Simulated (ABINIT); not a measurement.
# BeTe (F-43m) in ABINIT: notebook

Aim: see how the results for BeTe move with the level of theory and the settings. Levels: LDA-PZ, RPBE+D4, LDA, BLYP+D3, BLYP+D3(BJ). Tasks: band structure, equation of state.

Everything below comes from runs of ABINIT 10.8.3 (patched build). Logs are shortened: lines on timing, memory, paths and dates and some standing lists are left out, and cuts for length are marked. The log counts tension as positive stress, the text compression.

## Step 1: Starting point

The structure is cubic, space group F-43m (No. 216). Conventional cell: a = 5.540 Å, b = 5.540 Å, c = 5.540 Å, α = 90.00°, β = 90.00°, γ = 90.00°. Te (site symmetry -43m) is surrounded by 4 Be at 2.40 Å. Be (site symmetry -43m) has 4 Te at 2.40 Å as nearest neighbours.

## Step 2: Band structure, LDA-PZ

run.abi reads:

```
# Datasets: ground state, then fixed potential
ndtset 2

# Pseudopotentials
pp_dirpath "./"
pseudos "Te.LDA_PW-JTH.xml, Be.LDA_PW-JTH.xml"

# Structure
acell 3.9173715678 3.9173715678 3.9173715678 Angstrom
rprim
     0.0000000000     0.7071067812     0.7071067812
     0.7071067812     0.0000000000     0.7071067812
     0.7071067812     0.7071067812     0.0000000000
ntypat 2
znucl 52 4
natom 2
typat 1 2
xcart
     7.8518120478     7.8518120478     7.8518120478
     0.0000000000     0.0000000000     0.0000000000

# Plane-wave basis
ecut 15.0
pawecutdg 30.0

# Exchange and correlation
ixc 2

# Bands and occupations
occopt 3
tsmear 0.05 eV

# SCF cycle
nstep 100

# Output
iomode 3
prtwf 0
prteig 0
prtebands 0
enunit 1
prtden1 1

# Dataset 1
kptopt1 1
ngkpt1 8 8 8
nshiftk1 1
shiftk1 0.0 0.0 0.0
nband1 9
tolvrs1 1.0e-9

# Dataset 2: bands along G-X-W-K-G-L-U-W-L-K
iscf2 -2
getden2 1
nband2 13
nbdbuf2 2
tolwfr2 1.0e-12
kptopt2 -9
ndivsm2 5
prteig2 1
prtvol2 -3
kptbounds2
     0.0000000000     0.0000000000     0.0000000000
     0.5000000000     0.0000000000     0.5000000000
     0.5000000000     0.2500000000     0.7500000000
     0.3750000000     0.3750000000     0.7500000000
     0.0000000000     0.0000000000     0.0000000000
     0.5000000000     0.5000000000     0.5000000000
     0.6250000000     0.2500000000     0.6250000000
     0.5000000000     0.2500000000     0.7500000000
     0.5000000000     0.5000000000     0.5000000000
     0.3750000000     0.3750000000     0.7500000000
```

Potentials or basis: JTH PAW LDA v2.0.

Run with:

```bash
$ abinit run.abi > log 2>&1
```

run.abo:

```text
.Version 10.8.3 of ABINIT
 DATASET    1 : space group F-4 3 m (#216); Bravais cF (face-center cubic)
================================================================================
 Values of the parameters that define the memory need for DATASET  1.
     intxc =       0    ionmov =       0      iscf =      17    lmnmax =       8
     lnmax =       4     mgfft =      27  mpssoang =       2    mqgrid =    3001
     natom =       2  nloc_mem =       2    nspden =       1   nspinor =       1
    nsppol =       1      nsym =      24    n1xccc =       1    ntypat =       2
    occopt =       3   xclevel =       1
       mpw =         817          nfft =       19683          nkpt =          29
 PAW method is used; the additional fine FFT grid is defined by:
   mgfftf=        40    nfftf =     64000
================================================================================
================================================================================

 DATASET    2 : space group F-4 3 m (#216); Bravais cF (face-center cubic)
================================================================================
 Values of the parameters that define the memory need for DATASET  2.
     intxc =       0    ionmov =       0      iscf =      -2    lmnmax =       8
     lnmax =       4     mgfft =      27  mpssoang =       2    mqgrid =    3001
     natom =       2  nloc_mem =       2    nspden =       1   nspinor =       1
    nsppol =       1      nsym =      24    n1xccc =       1    ntypat =       2
    occopt =       3   xclevel =       1
       mpw =         817          nfft =       19683          nkpt =          87
 PAW method is used; the additional fine FFT grid is defined by:
   mgfftf=        40    nfftf =     64000
================================================================================
================================================================================

--------------------------------------------------------------------------------
------------- Echo of variables that govern the present computation ------------
--------------------------------------------------------------------------------
 -outvars: echo values of preprocessed input variables --------
            acell      7.4027593966E+00  7.4027593966E+00  7.4027593966E+00 Bohr
              amu      1.27600000E+02  9.01218200E+00
             ecut      1.50000000E+01 Hartree
           enunit           1
           getden1          0
           getden2          1
             iscf1         17
             iscf2         -2
              ixc           2
           jdtset        1    2
           kptopt1          1
           kptopt2         -9
         kptrlatt        8    0    0      0    8    0      0    0    8
          kptrlen1     5.92220752E+01
          kptrlen2     3.00000000E+01
            natom           2
            nband1          9
            nband2         13
           nbdbuf1          0
           nbdbuf2          2
           ndtset           2
           ndivsm1          0
           ndivsm2          5
            ngfft          27      27      27
          ngfftdg          40      40      40
             nkpt1         29
             nkpt2         87
            nstep         100
             nsym          24
           ntypat           2
           occopt           3
        pawecutdg      3.00000000E+01 Hartree
        prtebands           0
           prteig1          0
           prteig2          1
           prtvol1          0
           prtvol2         -3
            prtwf           0
            rprim      0.0000000000E+00  7.0710678120E-01  7.0710678120E-01
                       7.0710678120E-01  0.0000000000E+00  7.0710678120E-01
                       7.0710678120E-01  7.0710678120E-01  0.0000000000E+00
           shiftk1     0.00000000E+00  0.00000000E+00  0.00000000E+00
           shiftk2     5.00000000E-01  5.00000000E-01  5.00000000E-01
          spgroup         216
           tolvrs1     1.00000000E-09
           tolvrs2     0.00000000E+00
           tolwfr1     0.00000000E+00
           tolwfr2     1.00000000E-12
           tsmear      1.83746611E-03 Hartree
[... 240 lines left out ...]

 Fine grid specifications (used for densities):

 getcut: wavevector=  0.0000  0.0000  0.0000  ngfft=  40  40  40
         ecut(hartree)=     30.000   => boxcut(ratio)=   2.19150
--------------------------------------------------------------------------------

================================================================================
 Non-SCF case, kpt    1 (  0.00000  0.00000  0.00000), residuals and eigenvalues=
  3.72E-13  5.26E-13  3.61E-13  6.07E-13  3.22E-13  3.54E-13  5.22E-13  4.12E-13
  5.03E-13  4.36E-13  9.00E-13  2.62E-12  3.41E-13
 -3.8114E+00 -6.4389E-01 -1.7830E-01 -1.7830E-01 -1.7830E-01 -4.5038E-02
 -4.5038E-02 -4.5038E-02 -2.7860E-02  1.4522E-01  2.2314E-01  2.2314E-01
  2.5755E-01
 Non-SCF case, kpt    2 (  0.03571  0.00000  0.03571), residuals and eigenvalues=
  5.00E-13  6.18E-13  5.44E-13  5.68E-13  7.04E-13  1.53E-13  4.95E-13  2.72E-13
  1.77E-13  6.69E-13  9.53E-13  1.51E-09  2.69E-08
 -3.8112E+00 -6.4325E-01 -1.8265E-01 -1.8110E-01 -1.8110E-01 -4.7055E-02
 -4.1212E-02 -4.1212E-02 -2.2590E-02  1.4689E-01  2.0336E-01  2.2406E-01
[... 497 lines left out ...]
  6.1835E-02  9.1201E-02  9.4675E-02  1.6841E-01  2.2023E-01  3.2567E-01
  3.6227E-01
 Non-SCF case, kpt   86 (  0.38889  0.38889  0.72222), residuals and eigenvalues=
  6.40E-13  5.35E-13  3.10E-13  7.80E-13  1.68E-13  6.92E-13  4.78E-13  3.50E-13
  5.40E-13  4.55E-13  8.27E-13  3.62E-12  5.50E-09
 -3.8113E+00 -5.7359E-01 -3.6001E-01 -3.3128E-01 -2.6153E-01 -7.8585E-02
  3.9909E-02  1.1034E-01  1.2006E-01  1.6569E-01  2.2163E-01  3.3430E-01
  3.8347E-01
 Non-SCF case, kpt   87 (  0.37500  0.37500  0.75000), residuals and eigenvalues=
  8.02E-13  1.35E-13  3.51E-13  1.40E-13  9.51E-14  7.32E-13  3.18E-13  3.07E-13
  2.35E-13  4.98E-13  4.08E-13  1.69E-09  2.90E-07
 -3.8113E+00 -5.7223E-01 -3.6001E-01 -3.3132E-01 -2.6549E-01 -8.3273E-02
  1.9234E-02  1.2478E-01  1.3723E-01  1.7123E-01  2.3047E-01  3.3414E-01
  3.9888E-01

--- !ResultsGS
iteration_state: {dtset: 2, }
comment   : Summary of ground state results
lattice_vectors:
- [  0.0000000,   5.2345414,   5.2345414, ]
- [  5.2345414,   0.0000000,   5.2345414, ]
- [  5.2345414,   5.2345414,   0.0000000, ]
lattice_lengths: [   7.40276,    7.40276,    7.40276, ]
lattice_angles: [ 60.000,  60.000,  60.000, ] # degrees, (23, 13, 12)
lattice_volume:   2.8685730E+02
convergence: {deltae:  0.000E+00, res2:  0.000E+00, residm:  9.984E-13, diffor:  0.000E+00, }
etotal    :  -2.30581936E+01
entropy   :   0.00000000E+00
fermie    :  -1.46095063E-01
cartesian_stress_tensor: null
pressure_GPa: null
xred      :
- [  7.5000E-01,   7.5000E-01,   7.5000E-01, Te]
- [ -5.3007E-10,  -5.3007E-10,  -5.3007E-10, Be]
cartesian_forces: null
force_length_stats: {min: null, max: null, mean: null, }
...

 Integrated electronic density in atomic spheres:
 ------------------------------------------------
 Atom  Sphere_radius  Integrated_density
    1        2.31107          3.26164123
    2        1.60728          2.54889245

================================================================================

 ----iterations are completed or convergence reached----

 Mean square residual over all n,k,spin=   51.454E-14; max=  99.839E-14
 reduced coordinates (array xred) for    2 atoms
       0.749999999470      0.749999999470      0.749999999470
      -0.000000000530     -0.000000000530     -0.000000000530

 cartesian coordinates (angstrom) at end:
    1      4.15499999717058     4.15499999717058     4.15499999717058
    2     -0.00000000293661    -0.00000000293661    -0.00000000293661
 length scales=  7.402759396560  7.402759396560  7.402759396560 bohr
              =  3.917371567800  3.917371567800  3.917371567800 angstroms
 Eigenvalues (   eV  ) for nkpt=  87  k points:
 kpt#   1, nband= 13, wtk=  1.00000, kpt=  0.0000  0.0000  0.0000 (reduced coord)
-103.71283  -17.52118   -4.85192   -4.85192   -4.85192   -1.22554   -1.22554   -1.22554
  -0.75810    3.95168    6.07182    6.07182    7.00835
 kpt#   2, nband= 13, wtk=  1.00000, kpt=  0.0357  0.0000  0.0357 (reduced coord)
-103.70759  -17.50384   -4.97016   -4.92786   -4.92786   -1.28044   -1.12143   -1.12143
  -0.61470    3.99708    5.53375    6.09695    7.05459
 kpt#   3, nband= 13, wtk=  1.00000, kpt=  0.0714  0.0000  0.0714 (reduced coord)
-103.70840  -17.45219   -5.28691   -5.13171   -5.13171   -1.40153   -0.83473   -0.83473
  -0.27491    4.05990    4.83307    6.17157    7.19300
 kpt#   4, nband= 13, wtk=  1.00000, kpt=  0.1071  0.0000  0.1071 (reduced coord)
-103.71023  -17.36696   -5.72813   -5.41387   -5.41387   -1.55976   -0.41576   -0.41576
   0.12572    3.74635    4.70193    6.29523    7.42450
 kpt#   5, nband= 13, wtk=  1.00000, kpt=  0.1429  0.0000  0.1429 (reduced coord)
-103.71080  -17.24954   -6.23410   -5.73082   -5.73082   -1.74295    0.08973    0.08973
   0.41589    3.33600    5.00312    6.46884    7.74995
 kpt#   6, nband= 13, wtk=  1.00000, kpt=  0.1786  0.0000  0.1786 (reduced coord)
-103.71108  -17.10202   -6.76816   -6.05357   -6.05357   -1.93909    0.39429    0.65023
[... 230 lines left out ...]
-103.70946  -15.83614  -10.26971   -7.92452   -6.65254   -1.56787    1.10760    1.34504
   2.91268    4.82498    6.28145    7.71581    9.20894
 kpt#  84, nband= 13, wtk=  1.00000, kpt=  0.4167  0.4167  0.6667 (reduced coord)
-103.70841  -15.75214  -10.10077   -8.38480   -6.82413   -1.78174    1.81190    1.90959
   2.33252    4.70045    6.09306    8.32346    9.47475
 kpt#  85, nband= 13, wtk=  1.00000, kpt=  0.4028  0.4028  0.6944 (reduced coord)
-103.70984  -15.67245   -9.92630   -8.77092   -6.98130   -1.97543    1.68263    2.48172
   2.57623    4.58269    5.99286    8.86192    9.85785
 kpt#  86, nband= 13, wtk=  1.00000, kpt=  0.3889  0.3889  0.7222 (reduced coord)
-103.71041  -15.60804   -9.79645   -9.01461   -7.11646   -2.13841    1.08598    3.00256
   3.26703    4.50872    6.03075    9.09665   10.43465
 kpt#  87, nband= 13, wtk=  1.00000, kpt=  0.3750  0.3750  0.7500 (reduced coord)
-103.71050  -15.57104   -9.79642   -9.01580   -7.22424   -2.26596    0.52337    3.39551
   3.73409    4.65942    6.27134    9.09252   10.85410

== END DATASET(S) ==============================================================
================================================================================

 -outvars: echo values of variables after computation  --------
            acell      7.4027593966E+00  7.4027593966E+00  7.4027593966E+00 Bohr
           etotal1    -2.3058193564E+01
            fcart1    -1.2859986355E-29 -1.2859986355E-29  3.8579959065E-29
                       1.2859986355E-29  1.2859986355E-29 -3.8579959065E-29
            rprim      0.0000000000E+00  7.0710678120E-01  7.0710678120E-01
                       7.0710678120E-01  0.0000000000E+00  7.0710678120E-01
                       7.0710678120E-01  7.0710678120E-01  0.0000000000E+00
           strten1     3.6483218688E-05  3.6483218688E-05  3.6483218688E-05
                       0.0000000000E+00  0.0000000000E+00  0.0000000000E+00
           xangst      4.1549999972E+00  4.1549999972E+00  4.1549999972E+00
                      -2.9366068000E-09 -2.9366068000E-09 -2.9366068000E-09
             xred      7.4999999947E-01  7.4999999947E-01  7.4999999947E-01
                      -5.3007342959E-10 -5.3007342959E-10 -5.3007342959E-10
 Calculation completed.
```

Run time: 21 s. Hardware: 1 thread of Arm Neoverse V1, shared host; peak memory 0.1 GiB.

Results:

| Property | Result |
| --- | --- |
| Free energy | -627.4454 eV |
| Band gap on the k mesh | 1.75 eV, indirect (least direct gap 3.63 eV) |
| Valence electrons inside the program's atomic spheres | Te 3.26; Be 2.55 |

Levels at the corners of the path, in eV from the valence-band top:
```tsv
point	band 3	band 4	band 5	band 6	band 7	band 8
Γ	0.00	0.00	0.00	3.63	3.63	3.63
X	-5.33	-2.81	-2.81	1.75	2.59	10.16
W	-4.74	-3.96	-3.46	5.28	5.59	5.78
K	-4.94	-4.16	-2.37	2.59	5.38	8.25
Γ	0.00	0.00	0.00	3.63	3.63	3.63
L	-5.84	-1.19	-1.19	3.22	4.61	4.61
U	-4.94	-4.16	-2.37	2.59	5.38	8.25
W	-4.74	-3.96	-3.46	5.28	5.59	5.78
L	-5.84	-1.19	-1.19	3.22	4.61	4.61
K	-4.94	-4.16	-2.37	2.59	5.38	8.25
```

Caveat: the cutoff is too short for stress, so the log's stress isn't used; spin-orbit coupling is left out, which moves the levels of the heavy elements. A k mesh can miss the band edges.

## Step 3: Equation of state, RPBE+D4

run.py reads:

```python
import json, os
import numpy as np
from ase.eos import EquationOfState
from ase.units import GPa
from ase.calculators.mixing import SumCalculator
from dftd4.ase import DFTD4
from ase.calculators.abinit import Abinit, AbinitProfile
from ase import Atoms

atoms = Atoms(['Te', 'Be'],
              cell=[[0.0, 2.77, 2.77], [2.77, 0.0, 2.77], [2.77, 2.77, 0.0]],
              scaled_positions=[[0.75, 0.75, 0.75], [0.0, 0.0, 0.0]],
              pbc=True)

profile = AbinitProfile(command='abinit', pp_paths=[os.path.abspath('pseudos')])
params = dict(
    pps='pawxml', xc='PBE',
    ecut=408.1708,
    pawecutdg=816.3416,
    kptopt=1,
    ngkpt=[8, 8, 8],
    nshiftk=1,
    shiftk=[0.0, 0.0, 0.0],
    ixc=15,
    nband=9,
    occopt=3,
    tsmear=0.05,
    nstep=100,
    tolvrs=1e-09,
    prtwf=0,
    prtden=0,
)

cell0 = atoms.cell.copy()
volumes, energies = [], []
for i, x in enumerate([0.94, 0.96, 0.98, 1.0, 1.02, 1.04, 1.06]):
    atoms.set_cell(cell0 * x ** (1 / 3), scale_atoms=True)
    atoms.calc = SumCalculator([Abinit(profile=profile, directory=f'v{i}', **params), DFTD4(method='rpbe')])
    volumes.append(atoms.get_volume() / len(atoms))
    dft, disp = atoms.calc.mixer.calcs
    energies.append((dft.get_property('free_energy', atoms) + disp.get_property('energy', atoms)) / len(atoms))
    print(f'{x:5.2f} {volumes[-1]:10.5f} A^3/atom {energies[-1]:14.6f} eV/atom', flush=True)
    json.dump(dict(volumes=volumes, energies=energies), open('results.json', 'w'))
v0, e0, b0 = EquationOfState(volumes, energies, eos='sjeos').fit()
print(f'V0 {v0:.4f} A^3/atom  E0 {e0:.6f} eV/atom  B0 {b0 / GPa:.2f} GPa')
```

Potentials or basis: JTH PAW PBE v2.0.

Run with:

```bash
$ python run.py
```

It took 61 s on 1 thread of Arm Neoverse V1, shared host; peak memory 0.1 GiB.

The run converged. Its results:

```
Equilibrium volume : 21.55 Å³/atom (rough: see the caveat)
Bulk modulus       : 66 GPa (rough)
```

Energy against volume, from the lowest point:
```tsv
volume (Å³/atom)	energy (meV/atom)
19.979	25.73
20.404	13.29
20.829	4.76
21.254	1.23
21.679	0.00
22.104	2.50
22.529	8.74
```

Caveat: the cutoff is too short for stress, so the log's stress isn't used; pressures at fixed basis lie under the slope of the energies; the fit is doubtful: noisy points or a state that changes with volume; the log and the count of SCF iterations are those of the last ABINIT call alone; the PAW data sets were made with another functional, which shifts forces and pressure a little. Spin-orbit coupling is left out, which matters for the levels of Te.

(Continued in part 2 of 2.)
